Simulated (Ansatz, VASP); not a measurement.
**Ni: VASP beside Ansatz**

File INCAR:

```
  PREC = Accurate
  ENCUT = 600
  EDIFF = 1E-6
  ISMEAR = -1
  SIGMA = 0.05
  LREAL = F
  LASPH = T
  NELM = 150
  ALGO = Fast
  ISIF = 3
  LWAVE = F
  LCHARG = F
  ISPIN = 2
  MAGMOM = 1
  LORBIT = 11
  LMAXMIX = 4
  GGA = PE
  IBRION = 2
  NSW = 40
  EDIFFG = -0.005
```

The input KPOINTS:

```
Automatic mesh
0
Gamma
  10 10 10
```

The input POSCAR:

```
Ni
1.0
    0.0000000000      1.7375729330      1.7375729330
    1.7375729330      0.0000000000      1.7375729330
    1.7375729330      1.7375729330      0.0000000000
Ni
1
Direct
    0.0000000000      0.0000000000      0.0000000000
```

input.yaml

```yaml
crystal:
  lattice:
    - [0.0, 1.737572933, 1.737572933]
    - [1.737572933, 0.0, 1.737572933]
    - [1.737572933, 1.737572933, 0.0]
  atoms:
    - { symbol: Ni, position: [0.0, 0.0, 0.0], spin: 1.0 }
hamiltonian:
  xc: pbe
  pseudopotentials: { kind: paw }
magnetization:
  spin_polarized: true
kpoints:
  mp_grid: { grid: [10, 10, 10] }
scf:
  occupations: { method: fermi_dirac, width: 0.05 }
output:
  forces: true
  stress: true
  eigenvalues: true
  write_density: true
  write_potential: true
  elf: true
  volumetric_format: npy
relax:
  f_tol: 0.01
  max_steps: 40
  cell: { stress_tol: 0.05 }
```

Alike in both runs: task relaxation of cell and atoms; functional PBE; k mesh 10 × 10 × 10; occupations fermi-dirac, width 0.05 eV; collinear spin, ferromagnetic start.

|  | VASP | Ansatz |
| --- | --- | --- |
| version | VASP 6.6.1 | Ansatz 0.2.0 |
| potentials or method | VASP PAW PBE potentials, release 64 (Ni) | Ansatz PAW |
| plane-wave cutoff (eV) | 600 | 420 |
| valence electrons in the cell | 10 | 18 |

```tsv
	VASP	Ansatz	Ansatz less VASP
gap on the k mesh at the Fermi level, each at its own relaxed structure (eV)	none	none	-
net moment per atom (μB)	0.71	0.72	+0.012
size of the moment on the site where the two differ most (μB)	0.72	0.76	+0.039
relaxed volume (Å³/atom)	10.91	10.92	+0.013
relaxed cell length with the largest relative difference (Å)	2.489	2.490	+0.0010
energy change over the relaxation (meV/atom)	-11	-11	-0.6
```

Site moments also hang on the region over which each program counts them. A gap of «none» marks a metal or a gap that the smearing closes. The two sets of potentials don't hold the same shells in valence.

Caveats: the plane-wave basis is chosen anew once the cell has moved, so the energies of steps on either side of that aren't comparable (Ansatz).
